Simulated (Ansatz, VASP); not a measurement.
**One calculation of Si, two programs**

```
Si
1.0
     3.87069    0.00000    0.00000
     0.00000    5.86336    0.00000
     0.00000    0.00000    5.93584
Si
6
Direct
  0.75000 0.29428 0.11634
  0.25000 0.70572 0.88366
  0.25000 0.29428 0.88366
  0.75000 0.70572 0.11634
  0.25000 0.00000 0.61258
  0.75000 0.00000 0.38742
```

Alike in both runs: functional PBE; k mesh 6 × 4 × 4; occupations gaussian, width 0.1 eV; no spin polarisation.

Ansatz relaxed the structure, and its values are those at the end. VASP's run is a single point on that final structure, the one shown.

|  | VASP | Ansatz |
| --- | --- | --- |
| version | VASP 6.6.1 | Ansatz 0.2.0 |
| potentials or method | VASP PAW PBE potentials, release 64 (Si) | scalar-relativistic, plane waves, PAW |
| plane-wave cutoff (eV) | 520 | 420 |
| valence electrons in the cell | 24 | 24 |

```csv
,VASP,Ansatz,Ansatz less VASP
gap on the k mesh at the Fermi level (eV),0.24,0.24,-0.004
least direct gap on the mesh (eV),0.47,0.47,-0.002
pressure (GPa),-0.1,0.0,+0.07
rms of the force components (eV/Å),0.009,0.010,+0.0006
```
